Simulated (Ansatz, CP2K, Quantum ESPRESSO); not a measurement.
**Ti: 3 runs at one level of theory**

```
Ti
1.0
     3.28200    0.00000    0.00000
     0.00000    3.28200    0.00000
     0.00000    0.00000   24.84600
Ti
7
Direct
  0.50000 0.50000 0.30186
  0.00000 0.00000 0.36791
  0.50000 0.50000 0.43395
  0.00000 0.00000 0.50000
  0.50000 0.50000 0.56605
  0.00000 0.00000 0.63209
  0.50000 0.50000 0.69814
```

Alike in all runs: functional PBE; k mesh 8 × 8 × 1; occupations fermi-dirac, width 0.05 eV; no spin polarisation; no spin-orbit coupling.

```tsv
program and potentials	plane-wave cutoff (eV)	notes	band gap (eV)	largest force (eV/Å)
Ansatz, Ansatz PAW	420	-	no gap	0.613
CP2K, POTENTIAL_UZH Ti GTH-PBE-q12; TZVP-MOLOPT-PBE-GTH basis	-	atomic basis	no gap	0.620
Quantum ESPRESSO, PseudoDojo 0.4.1 SR PBE standard	1143	-	?	?
```

Estimate from the other rows what the run with Quantum ESPRESSO, PseudoDojo 0.4.1 SR PBE standard gave.

No band gap; largest force 0.608 eV/Å. The other rows, which needn't bracket it: largest force 0.613 to 0.620.
